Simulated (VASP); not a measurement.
Runs of VASP 6.6.1 on Y. Symmetry: P6_3/mmc, No. 194, hexagonal system. The conventional cell has a = 3.647 Å, b = 3.647 Å, c = 5.731 Å, α = 90.00°, β = 90.00°, γ = 120.00°. Y (site symmetry -6m2) is surrounded by 12 Y at 3.56 to 3.65 Å. 

```tsv
level	potentials or basis	pressure (GPa)
RPBE	VASP PAW PBE potentials, release 64 (Y_sv)	1.3
revPBE	VASP PAW PBE potentials, release 64 (Y_sv)	(a)
AM05	VASP PAW PBE potentials, release 64 (Y_sv)	(b)
SCAN	VASP PAW PBE potentials, release 64 (Y_sv)	0.4
LDA	VASP PAW LDA potentials, release 64 (Y_sv)	-3.9
```

Alike in all rows: task band structure; no spin polarisation; cell as given; k mesh 8 × 8 × 5; cutoff (eV) 520; smearing fermi-dirac 0.05 eV.

**Question.** Estimate the missing entries.

**Answer.** (a) 0.9; (b) -1.7.

Caveats: the PAW data sets were made with another functional, which shifts forces and pressure a little (some runs).

Not every run made on this cell is shown here.
